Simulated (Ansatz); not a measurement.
# GaAs: stress in a strained cell

Aim: deform GaAs (zz strain of +3 %) and compute stress, forces and field gradients with LAPW, PAW and all-electron datasets made for the crystal.

Program: Ansatz 0.2.0. Level of theory: DFT PBE, scalar-relativistic. These are calculated values, not measurements.

### 1 Starting point

The structure is cubic, space group F-43m (No. 216). Conventional cell: a = 5.654 Å, b = 5.654 Å, c = 5.654 Å, α = 90.00°, β = 90.00°, γ = 90.00°. Ga (site symmetry -43m) is surrounded by 4 As at 2.45 Å. As (site symmetry -43m) has 4 Ga at 2.45 Å as nearest neighbours.

As a file:

```
CELL_PARAMETERS angstrom
0.00000 2.82685 2.82685
2.82685 0.00000 2.82685
2.82685 2.82685 0.00000
ATOMIC_POSITIONS crystal
Ga 0.00000 0.00000 0.00000
As 0.75000 0.75000 0.75000
```

Atoms are numbered in the order of the input: Ga1, As2.

### 2 The deformed structure

Space group F-43m before, I-4m2 after.

### 3 LAPW, all electrons

File input.yaml:

```yaml
crystal:
  lattice:
    - [0.0, 2.82685, 2.9116555]
    - [2.82685, 0.0, 2.9116555]
    - [2.82685, 2.82685, 0.0]
  atoms:
    - { symbol: Ga, position: [0.0, 0.0, 0.0] }
    - { symbol: As, position: [0.75, 0.75, 0.75] }
kpoints:
  mp_grid: { grid: [11, 11, 11] }
  band_path:
    path:
      - [0.0, 0.0, 0.0]
      - [0.5, 0.0, 0.5]
      - [0.75, 0.25, 0.5]
      - [0.5, 0.5, 0.5]
      - [0.0, 0.0, 0.0]
      - [0.5, 0.5, 0.0]
      - [0.6321755114, 0.6321755114, 0.2643510227]
      - [0.3678244886, 0.3678244886, 0.7356489773]
      - [0.0, 0.0, 0.0]
    npoints: 5
scf:
  occupations: { method: fermi_dirac, width: 0.05 }
hamiltonian:
  xc: pbe
  pseudopotentials: { kind: all_electron, lapw: { basis_error: 0.0005 } }
output:
  forces: true
  stress: true
  eigenvalues: true
```

On the command line:

```
$ ansatz run input.yaml --threads 1 --pin off --max-ram 3072MiB --backend cpu --events-out ev --progress --plain --runs-dir out
```

### 4 Frozen-core PAW

File input.yaml:

```yaml
crystal:
  lattice:
    - [0.0, 2.82685, 2.9116555]
    - [2.82685, 0.0, 2.9116555]
    - [2.82685, 2.82685, 0.0]
  atoms:
    - { symbol: Ga, position: [0.0, 0.0, 0.0] }
    - { symbol: As, position: [0.75, 0.75, 0.75] }
kpoints:
  mp_grid: { grid: [11, 11, 11] }
scf:
  occupations: { method: fermi_dirac, width: 0.05 }
hamiltonian:
  xc: pbe
  pseudopotentials: { kind: paw }
output:
  forces: true
  stress: true
  eigenvalues: true
  efg: { contact_densities: true }
  write_density: true
  write_potential: true
  elf: true
  volumetric_format: npy
```

### 5 All-electron PAW on datasets made for the crystal

Changes to input.yaml since step 4:

```diff
@@ -14,3 +14,3 @@
   xc: pbe
-  pseudopotentials: { kind: paw }
+  pseudopotentials: { kind: all_electron, datasets: crystal }
 output:
@@ -20,5 +20 @@
   efg: { contact_densities: true }
-  write_density: true
-  write_potential: true
-  elf: true
-  volumetric_format: npy
```

(Steps that only read results are left out.)

Before running it: what results should come out? Wanted: pressure; largest shear or deviatoric stress.

As calculated:

```
                                 quantity                                           value
                                 pressure  LAPW 1.19, PAW 1.18, crystal datasets 1.19 GPa
largest shear or deviatoric stress (LAPW)                                        1.21 GPa
```

In words: The largest part of the stress beyond the pressure is 1.21 GPa in size, in the zz component; the atoms are carried along and not relaxed. No run of the undeformed cell stands beside it, so the pressure holds what the given cell had before the change. PAW: stress within 0.01 GPa of LAPW. Crystal datasets: stress within 0.01 GPa of LAPW.
